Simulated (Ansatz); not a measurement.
# MgO: the cost of one run

Method: DFT LDA, scalar-relativistic, plane waves, PAW, in Ansatz 0.2.0.

### 1 The system as given

The structure is hexagonal, space group P-6m2 (No. 187). Conventional cell: a = 2.938 Å, b = 2.938 Å, c = 2.680 Å, α = 90.00°, β = 90.00°, γ = 120.00°. Around Mg (site symmetry -6m2) lie 6 O at 2.16 Å. Around O (site symmetry -6m2) lie 6 Mg at 2.16 Å.

Structure file:

```cif
data_structure
_symmetry_space_group_name_H-M 'P 1'
_symmetry_Int_Tables_number 1
_cell_length_a 2.9380
_cell_length_b 2.9380
_cell_length_c 2.6797
_cell_angle_alpha 90.000
_cell_angle_beta 90.000
_cell_angle_gamma 120.000
_cell_volume 20.03
loop_
_atom_site_label
_atom_site_type_symbol
_atom_site_fract_x
_atom_site_fract_y
_atom_site_fract_z
_atom_site_occupancy
Mg1 Mg 0.00000 0.00000 0.00000 1
O1 O 0.33333 0.66667 0.50000 1
```

Source of the structure: the Materials Project (structure only).

### 2 A first look at the start

input.yaml

```yaml
crystal:
  lattice:
    - [2.9380209034, 0.0, 0.0]
    - [-1.4690104517, 2.5444007392, 0.0]
    - [0.0, 0.0, 2.67968]
  atoms:
    - { symbol: Mg, position: [0.0, 0.0, 0.0] }
    - { symbol: O, position: [0.33333333, 0.66666667, 0.5] }
basis:
  ecutwfc: 420
kpoints:
  mp_grid: { grid: [9, 9, 6] }
hamiltonian:
  xc: lda
scf:
  occupations: { method: gaussian, width: 0.1 }
output:
  forces: true
  stress: true
  eigenvalues: true
```

Q: Estimate wall time and peak memory on 1 thread of an x86-64 CPU, shared host.

About 1.5 s, with a peak of 0.33 GiB.
